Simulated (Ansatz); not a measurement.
# W (P-1) in Ansatz: convergence with k mesh

Aim: find how far k mesh must go before the results for W settle, at PBE. This setting moves, with any that are tied to it; all else stays.

Everything below comes from runs of Ansatz 0.2.0. Logs are shortened: lines on timing, memory, paths and dates and some standing lists are left out, and cuts for length are marked.

**1. The cell of the first run**

The typed cell holds 1 atom: a = 2.767 Å, b = 2.716 Å, c = 2.686 Å, α = 109.53°, β = 109.14°, γ = 108.09°.

The cell isn't the ideal one: cell strained at random at fixed volume.

**2. With k mesh 4 × 4 × 4**

input.yaml reads:

```yaml
crystal:
  lattice:
    - [-1.544801, 1.615076, 1.631025]
    - [1.571146, -1.545247, 1.587541]
    - [1.545696, 1.546143, -1.561196]
  atoms:
    - { symbol: W, position: [0.010931, 0.007703, 0.022973] }
hamiltonian:
  xc: pbe
  pseudopotentials: { kind: paw, source: jth }
kpoints:
  mp_grid: { grid: [4, 4, 4] }
scf:
  occupations: { method: fermi_dirac, width: 0.05 }
output:
  forces: true
  stress: true
  eigenvalues: true
```

Potentials or basis: JTH PAW.

On the command line:

```
$ ansatz run input.yaml --threads 2 --pin off --max-ram 5632MiB --backend cpu --events-out ev --progress --plain --runs-dir out
```

Wall time 2.3 s (2 threads of Intel Xeon at 2.50GHz (Skylake/Cascade Lake), shared host); peak memory 0.32 GiB.

What came out:

```
Free energy            : -10343.4996 eV
Pressure               : 5.9 GPa
Band gap on the k mesh : none (metal or under the smearing width)
```

**3. With k mesh 4 × 4 × 5**

Edit input.yaml of step 2 so:

```diff
@@ -11,3 +11,3 @@
 kpoints:
-  mp_grid: { grid: [4, 4, 4] }
+  mp_grid: { grid: [4, 4, 5] }
 scf:
```

Potentials or basis: JTH PAW.

On the command line:

```
$ ansatz run input.yaml --threads 2 --pin off --max-ram 5632MiB --backend cpu --events-out ev --progress --plain --runs-dir out
```

It took 2.4 s on 2 threads of Intel Xeon at 2.50GHz (Skylake/Cascade Lake), shared host; peak memory 0.33 GiB.

Results:

```yaml
Free_energy: -10343.6300 eV
Pressure: 6.3 GPa
Band_gap_on_the_k_mesh: none (metal or under the smearing width)
```

**4. With k mesh 5 × 6 × 6**

Edit input.yaml of step 3 so:

```diff
@@ -11,3 +11,3 @@
 kpoints:
-  mp_grid: { grid: [4, 4, 5] }
+  mp_grid: { grid: [5, 6, 6] }
 scf:
```

On the command line:

```
$ ansatz run input.yaml --threads 2 --pin off --max-ram 5632MiB --backend cpu --events-out ev --progress --plain --runs-dir out
```

Run time: 4.7 s. Hardware: 2 threads of Intel Xeon at 2.50GHz (Skylake/Cascade Lake), shared host; peak memory 0.39 GiB.

What came out:

| Property | Result |
| --- | --- |
| Free energy | -10343.7235 eV |
| Pressure | 5.5 GPa |
| Band gap on the k mesh | none (metal or under the smearing width) |

**5. With k mesh 7 × 7 × 7**

Edit input.yaml of step 4 so:

```diff
@@ -11,3 +11,3 @@
 kpoints:
-  mp_grid: { grid: [5, 6, 6] }
+  mp_grid: { grid: [7, 7, 7] }
 scf:
```

On the command line:

```
$ ansatz run input.yaml --threads 2 --pin off --max-ram 5632MiB --backend cpu --events-out ev --progress --plain --runs-dir out
```

Run time: 7.2 s. Hardware: 2 threads of Intel Xeon at 2.50GHz (Skylake/Cascade Lake), shared host; peak memory 0.44 GiB.

What came out:

| Property | Result |
| --- | --- |
| Free energy | -10343.6118 eV |
| Pressure | 7.2 GPa |
| Band gap on the k mesh | none (metal or under the smearing width) |

**6. With k mesh 8 × 8 × 9**

Edit input.yaml of step 5 so:

```diff
@@ -11,3 +11,3 @@
 kpoints:
-  mp_grid: { grid: [7, 7, 7] }
+  mp_grid: { grid: [8, 8, 9] }
 scf:
```

Potentials or basis: JTH PAW.

On the command line:

```
$ ansatz run input.yaml --threads 2 --pin off --max-ram 5632MiB --backend cpu --events-out ev --progress --plain --runs-dir out
```

Wall time 14 s (2 threads of Intel Xeon at 2.50GHz (Skylake/Cascade Lake), shared host); peak memory 0.53 GiB.

Results (log left out):

| Item | Value |
| --- | --- |
| Free energy | -10343.6831 eV |
| Pressure | 6.5 GPa |
| Band gap on the k mesh | none (metal or under the smearing width) |

**7. With k mesh 10 × 10 × 11**

Edit input.yaml of step 6 so:

```diff
@@ -11,3 +11,3 @@
 kpoints:
-  mp_grid: { grid: [8, 8, 9] }
+  mp_grid: { grid: [10, 10, 11] }
 scf:
```

On the command line:

```
$ ansatz run input.yaml --threads 2 --pin off --max-ram 5632MiB --backend cpu --events-out ev --progress --plain --runs-dir out
```

Wall time 26 s (2 threads of Intel Xeon at 2.50GHz (Skylake/Cascade Lake), shared host); peak memory 0.71 GiB.

Results (log left out):

```yaml
Free_energy: -10343.6655 eV
Pressure: 6.9 GPa
Band_gap_on_the_k_mesh: none (metal or under the smearing width)
```

**8. With k mesh 13 × 13 × 13**

Edit input.yaml of step 7 so:

```diff
@@ -11,3 +11,3 @@
 kpoints:
-  mp_grid: { grid: [10, 10, 11] }
+  mp_grid: { grid: [13, 13, 13] }
 scf:
```

On the command line:

```
$ ansatz run input.yaml --threads 2 --pin off --max-ram 5632MiB --backend cpu --events-out ev --progress --plain --runs-dir out
```

It took 49 s on 2 threads of Intel Xeon at 2.50GHz (Skylake/Cascade Lake), shared host; peak memory 1.1 GiB.

It converged, with:

```
Free energy            : -10343.6824 eV
Pressure               : 6.5 GPa
Band gap on the k mesh : none (metal or under the smearing width)
```

**9. With k mesh 16 × 16 × 16**

Edit input.yaml of step 8 so:

```diff
@@ -11,3 +11,3 @@
 kpoints:
-  mp_grid: { grid: [13, 13, 13] }
+  mp_grid: { grid: [16, 16, 16] }
 scf:
```

Potentials or basis: JTH PAW.

On the command line:

```
$ ansatz run input.yaml --threads 2 --pin off --max-ram 5632MiB --backend cpu --events-out ev --progress --plain --runs-dir out
```

Run time: 88 s. Hardware: 2 threads of Intel Xeon at 2.50GHz (Skylake/Cascade Lake), shared host; peak memory 1.8 GiB.

Results (log left out):

| Property | Result |
| --- | --- |
| Free energy | -10343.6762 eV |
| Pressure | 6.5 GPa |
| Band gap on the k mesh | none (metal or under the smearing width) |

**10. With k mesh 19 × 19 × 19**

Edit input.yaml of step 9 so:

```diff
@@ -11,3 +11,3 @@
 kpoints:
-  mp_grid: { grid: [16, 16, 16] }
+  mp_grid: { grid: [19, 19, 19] }
 scf:
```

Potentials or basis: JTH PAW.

On the command line:

```
$ ansatz run input.yaml --threads 2 --pin off --max-ram 5632MiB --backend cpu --events-out ev --progress --plain --runs-dir out
```

The log of the run:

```text
Warning: the checks of this W dataset prove no rule for summing its radial tables, as where they were carried onto another mesh than they were made on, and Gregory's rule is taken, under which a leading mesh point left out moves its sums only by what lay on the interval it spanned. That does not make them correct, and they differ from Quantum ESPRESSO's on this file; a re-export a fraction of a mesh step off can move them. hamiltonian.pseudopotentials.radial_quadrature: simpson_from_first_knot sums it by `pw.x`'s rule; on a PAW file no value gives `pw.x`'s numbers. What more to know: hamiltonian.pseudopotentials.radial_quadrature, in the input reference
Warning: RAYON_NUM_THREADS=2 ignored (pool sized by the plan → 2); use --threads N
Engine: ansatz 0.2.0, x86_64-unknown-linux-gnu
Pseudopotentials: kind: paw
Pseudopotential: W, paw, valence charge 14, recommended cutoff 1290 eV (normal), W.paw.azcp
Functional definition: PBE
  parameter kappa = 0.804
  parameter beta = 0.06672455060314922
  exchange = pbe_x(kappa = kappa, mu = beta*pi^2/3)
  correlation = pbe_c(beta = beta)
Crystal: 1 atoms, lattice volume = 15.848 Å³
Basis set: ecut = 1290 eV, 1661 PW (Γ), exchange–correlation on 72×64×64 points (8 copies of the dense FFT grid, shifted against one another)
Bands: 11, of which v1, the nominal top of the filled ones, is band 7 counted from 1 (6 counted from 0)
Symmetry: 2 space group operations
Space group: P-1 (ITA 2), of the structure as read, at distance tolerance 2.5e-5 Å
k-points: 3430 of 6859
Non-local potential: W, projectors of the file, l = 0: 2, l = 1: 2, l = 2: 2
PAW form: soft (Blöchl's): semilocal exchange-correlation on the pseudo side does not see the compensation charge
PAW one-centre angular grid: W, 590 points (default); XC on 131 of its mesh's 977 points in the sphere
Initial density: superposition of atomic densities (chi_scale 0.1, normalization cell)
Initial wavefunctions: pseudopotential atomic-orbital guess
Functional: x = pbe(κ = 0.804, μ = 0.2195149727645171), c = pbe(β = 0.06672455060314922)
SCF iter   1: F=—  HF=-10343.880652 eV  |F-HF|=—  |Δ(HF+E_count)|=         —  Δρ=6.51e-2  dr2=6.03e-1  ethr=3.10e-3  ⟨swp⟩=6.1  Hψ=336703  notcnv=0
preconditioner: auto → none  [metal: Δε(μ)=0.003 eV  Ē_g=9.282 eV  σ=0.050 eV  W_gap=0.01  n_scr=0 (ndim 8)  ℏωp=22.8 eV  f_vac=0.000  D(μ)=0.38/eV (n_scr^D=0)]
SCF iter   2: F=—  HF=-10343.677906 eV  |F-HF|=—  |Δ(HF+E_count)|=   2.03e-1  Δρ=2.22e-2  dr2=3.65e-2  ethr=3.10e-3  ⟨swp⟩=2.8  Hψ=89227  notcnv=0  defer=73
SCF iter   3: F=—  HF=-10343.672986 eV  |F-HF|=—  |Δ(HF+E_count)|=   4.92e-3  Δρ=6.92e-3  dr2=2.41e-3  ethr=2.61e-4  ⟨swp⟩=2.7  Hψ=61692  notcnv=0  defer=73
SCF iter   4: F=—  HF=-10343.673116 eV  |F-HF|=—  |Δ(HF+E_count)|=   1.31e-4  Δρ=1.42e-4  dr2=1.39e-6  ethr=1.72e-5  ⟨swp⟩=1.0  Hψ=37666  notcnv=0  defer=73
SCF iter   5: F=—  HF=-10343.673101 eV  |F-HF|=—  |Δ(HF+E_count)|=   1.49e-5  Δρ=4.77e-5  dr2=1.92e-7  ethr=7.14e-10  ⟨swp⟩=7.0  Hψ=213748  notcnv=0
SCF iter   6: F=-10343.673101 eV  HF=-10343.673101 eV  |F-HF|=1.80e-10  |Δ(HF+E_count)|=   2.31e-8  Δρ=2.78e-6  dr2=7.95e-10  ethr=7.14e-10  ⟨swp⟩=4.7  Hψ=143699  notcnv=0
SCF 1 converged in 6 iterations: F = -10343.673101 eV  dr2 = 7.95e-10
SCF converged after 6 iterations
Free energy (F): -10343.673101 eV
Harris-Foulkes:  -10343.673101 eV  (|F-HF|=1.80e-10)
Internal energy: -10343.669875 eV  (E = F + TS)
E sigma→0 (E₀):  -10343.671488 eV
Entropy (-TS):   -0.003227 eV (-3.227 meV/atom)
Fermi energy:    21.790528 eV
--- Per-component energies (eV) ---
  E_band       = -93.561984
  E_kinetic    = 184.849730
  E_local      = -598.853647  (includes V_loc(G=0)·N_el)
  E_nonlocal   = 275.657095
  E_hartree    = 272.501484
  E_xc         = -208.609100
  E_vxc        = -115.658556  (∫ρ·V_xc dr)
  E_paw        = -8646.852613  (= ΣΔE_a)
  E_vpaw       = -384.559953  (= ΣTr[D̂ρ^β])
  E_aug_tail   = -0.000017  (compensation charges beyond the density's cutoff)
  E_ewald      = -1622.362807
  E_smearing   = -0.003227  (= −TS)
  E_closure    = 0.000000  (closes the sum)
  Σ components = -10343.673101   (vs F -10343.673101, Δ=0.00e0)
--- Forces (eV/Å), atoms counted from 1 ---
  atom   1  W      0.00000000     0.00000000     0.00000000
  max |Σ_I F_I| component: 0.00e0 eV/Å
--- Stress (GPa, compression-positive) ---
       11.982726       0.315723      -2.549709
        0.315723       6.728072      -7.054837
       -2.549709      -7.054837       1.094154
  P = ⅓ Tr σ = 6.6017 GPa (66.017 kbar)
--- Band table (eV; the first three rows and the last of 3430) ---
  k-point 0: bands = ["-52.4130", "-16.0475", "-15.9603", "-15.8941", "12.1413", "20.1939", "20.3424", "21.0900", "23.8665", "24.3037", "36.0007"]
  k-point 1: bands = ["-52.4093", "-16.0650", "-15.9687", "-15.9193", "12.2789", "20.2674", "20.2863", "21.0970", "23.8624", "24.1724", "36.2087"]
  k-point 2: bands = ["-52.3984", "-16.1337", "-16.0154", "-15.9505", "12.6779", "20.0567", "20.4478", "21.2065", "23.7955", "23.9547", "36.7320"]
  k-point 3429: bands = ["-52.3041", "-17.1352", "-16.3003", "-15.9458", "15.7452", "18.3661", "20.8840", "24.0955", "25.0445", "27.5416", "32.6756"]
```

Wall time 2.7 min (2 threads of Intel Xeon at 2.50GHz (Skylake/Cascade Lake), shared host); peak memory 2.8 GiB.

Results:

* Free energy: -10343.6731 eV
* Pressure: 6.6 GPa
* Band gap on the k mesh: none (metal or under the smearing width)

**11. Summary**

```csv
k mesh,"energy less the tightest run, at zero smearing (meV/atom)",pressure (GPa),SCF cycles,CPU time (s),peak memory (GiB)
4 × 4 × 4,172.69,5.87,6,3.9,0.32
4 × 4 × 5,43.92,6.26,6,4.2,0.33
5 × 6 × 6,-49.87,5.47,6,8.6,0.39
7 × 7 × 7,63.93,7.15,6,14,0.44
8 × 8 × 9,-10.34,6.54,6,27,0.53
10 × 10 × 11,8.08,6.92,6,49,0.71
13 × 13 × 13,-9.62,6.51,6,94,1.1
16 × 16 × 16,-3.14,6.51,6,170,1.8
19 × 19 × 19,0.00,6.60,6,310,2.8
```

Against the tightest run, the pressure stays within 0.1 GPa from 13 × 13 × 13 on. Not settled before the last step: the energy (to 1 meV/atom). Meshes of other sizes hit other points, so gaps and Fermi surfaces needn't settle smoothly. The tightest run that finished is the yardstick and may itself not be fully converged.
